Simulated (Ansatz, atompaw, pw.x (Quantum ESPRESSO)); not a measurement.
## zirconium (Zr): does the PAW (atompaw) potential hold in the solid?

atompaw 4.2.0.5 input, output lines left out:

```
Zr 40
GGA-PBESOL scalarrelativistic loggrid 1500 logderivrange -2 5 176
5 5 4 0 0 0
5 1 0
4 2 2
0 0 0
c
c
c
c
v
c
c
c
v
c
v
2
3.00 2.45 2.80 2.40
y
3.3
n
y
2.95
n
y
0.55
n
custom rrkj gramschmidtortho sinc
bessel
3.00
3.00
3.00
3.00
3.00
3.00
```

Crystal test: bcc Zr in pw.x 7.5, no spin, 13³ k-points, Fermi–Dirac smearing 0.01 Ry, cutoffs 40/400 Ry. The reference is all-electron LAPW (Ansatz 0.2.0) with the same functional, mesh and smearing; V0 and B0 come from Birch–Murnaghan fits to the pressures at five volumes. Errors are pseudo minus all-electron; Δ is the rms difference of the E(V) curves that follow from these fits, minima aligned, over ±6 % about the mean V0. Mesh and smearing are coarse, so the numbers serve the comparison and aren't converged zero-temperature values; the lattice is a test structure that the element need not adopt.

All-electron: a0 = 3.529 Å (V0 = 21.97 Å³/atom), B0 = 92.2 GPa.

How far does the potential miss the all-electron equation of state?

mean pressure error (GPa): +2.82; a0 (Å): 3.562; a0 error (%): +0.96; B0 error (%): +6.2; Δ (meV/atom): 13.4. This is a poor potential for the solid.

| V (Å³/atom) | P all-electron (GPa) | P pseudo (GPa) |
| --- | --- | --- |
| 21.067 | 4.13 | 7.74 |
| 21.622 | 1.50 | 4.68 |
| 22.176 | -0.86 | 1.92 |
| 22.730 | -2.98 | -0.55 |
| 23.285 | -4.88 | -2.77 |

At the middle volume, how do free energy and pressure move when the wave cutoff is lowered (ecutrho held at 400 Ry)?

```csv
cutoff (Ry),shift of F (meV/atom),shift of P (GPa)
18,+13.8,-0.50
24,+5.0,-0.03
32,+0.6,+0.02
```

Input at the middle volume:

```
&control
  calculation='scf', prefix='x', pseudo_dir='./', outdir='./tmp', tstress=.true., disk_io='low'
/
&system
  ibrav=0, nat=1, ntyp=1, ecutwfc=40, ecutrho=400, nbnd=9,
  occupations='smearing', smearing='fd', degauss=0.01
/
&electrons
  conv_thr=1e-09, mixing_beta=0.4, electron_maxstep=70
/
ATOMIC_SPECIES
Zr 1.0 Zr.UPF
CELL_PARAMETERS angstrom
  -1.76986880 1.76986880 1.76986880
  1.76986880 -1.76986880 1.76986880
  1.76986880 1.76986880 -1.76986880
ATOMIC_POSITIONS crystal
Zr 0.0000 0.0000 0.0000
K_POINTS automatic
13 13 13 0 0 0
```

```bash
pw.x < Zr.scf.in > Zr.scf.out
```

Lines of the output:

```
Message from routine setup:
     using ibrav=0 with symmetry is DISCOURAGED, use correct ibrav instead
     lattice parameter (alat)  =       5.7930  a.u.
     unit-cell volume          =     149.6511 (a.u.)^3
     number of electrons       =         4.00
     number of Kohn-Sham states=            9
     kinetic-energy cutoff     =      40.0000  Ry
     charge density cutoff     =     400.0000  Ry
     scf convergence threshold =      1.0E-09
     Exchange-correlation= SLA PW PSX PSC
     number of k points=    84  Fermi-Dirac smearing, width (Ry)=  0.0100
     iteration #  1     ecut=    40.00 Ry     beta= 0.40
     c_bands:  1 eigenvalues not converged
     c_bands:  1 eigenvalues not converged
     total energy              =    -226.99676734 Ry
     estimated scf accuracy    <       0.00946969 Ry
     iteration #  2     ecut=    40.00 Ry     beta= 0.40
     total energy              =    -227.00220125 Ry
     estimated scf accuracy    <       0.00341172 Ry
     iteration #  3     ecut=    40.00 Ry     beta= 0.40
     total energy              =    -227.00295502 Ry
     estimated scf accuracy    <       0.00016631 Ry
     iteration #  4     ecut=    40.00 Ry     beta= 0.40
     c_bands:  1 eigenvalues not converged
     c_bands:  1 eigenvalues not converged
     c_bands:  2 eigenvalues not converged
     c_bands:  1 eigenvalues not converged
     c_bands:  2 eigenvalues not converged
     c_bands:  2 eigenvalues not converged
     [... 3 repeated lines left out ...]
     total energy              =    -227.00325874 Ry
     estimated scf accuracy    <       0.00000830 Ry
     iteration #  5     ecut=    40.00 Ry     beta= 0.40
     [... 2 repeated lines left out ...]
     total energy              =    -227.00327497 Ry
     estimated scf accuracy    <       0.00001523 Ry
     iteration #  6     ecut=    40.00 Ry     beta= 0.40
     total energy              =    -227.00327138 Ry
     estimated scf accuracy    <       0.00000167 Ry
     iteration #  7     ecut=    40.00 Ry     beta= 0.40
     total energy              =    -227.00327331 Ry
     estimated scf accuracy    <          5.8E-09 Ry
     iteration #  8     ecut=    40.00 Ry     beta= 0.40
     [... 1 repeated lines left out ...]
     total energy              =    -227.00327260 Ry
     estimated scf accuracy    <       0.00000064 Ry
     iteration #  9     ecut=    40.00 Ry     beta= 0.40
     [... 2 repeated lines left out ...]
     total energy              =    -227.00327272 Ry
     estimated scf accuracy    <       0.00000005 Ry
     iteration # 10     ecut=    40.00 Ry     beta= 0.40
     [... 1 repeated lines left out ...]
     total energy              =    -227.00327274 Ry
     estimated scf accuracy    <       0.00000001 Ry
     iteration # 11     ecut=    40.00 Ry     beta= 0.40
     total energy              =    -227.00327272 Ry
     estimated scf accuracy    <       0.00000002 Ry
     iteration # 12     ecut=    40.00 Ry     beta= 0.40
     total energy              =    -227.00327272 Ry
     estimated scf accuracy    <          4.3E-09 Ry
     iteration # 13     ecut=    40.00 Ry     beta= 0.40
     total energy              =    -227.00327272 Ry
     estimated scf accuracy    <          1.7E-09 Ry
     iteration # 14     ecut=    40.00 Ry     beta= 0.40
     the Fermi energy is     8.2040 ev
!    total energy              =    -227.00327272 Ry
     estimated scf accuracy    <          5.2E-10 Ry
     smearing contrib. (-TS)   =      -0.00780371 Ry
     convergence has been achieved in  14 iterations
          total   stress  (Ry/bohr**3)                   (kbar)     P=       19.22
```

The run at the middle volume (84 k-points, 14 iterations) took about 19 s on one core of a shared host (Intel(R) Xeon(R) Platinum 8488C, 96 threads, 372 GiB, load 58).
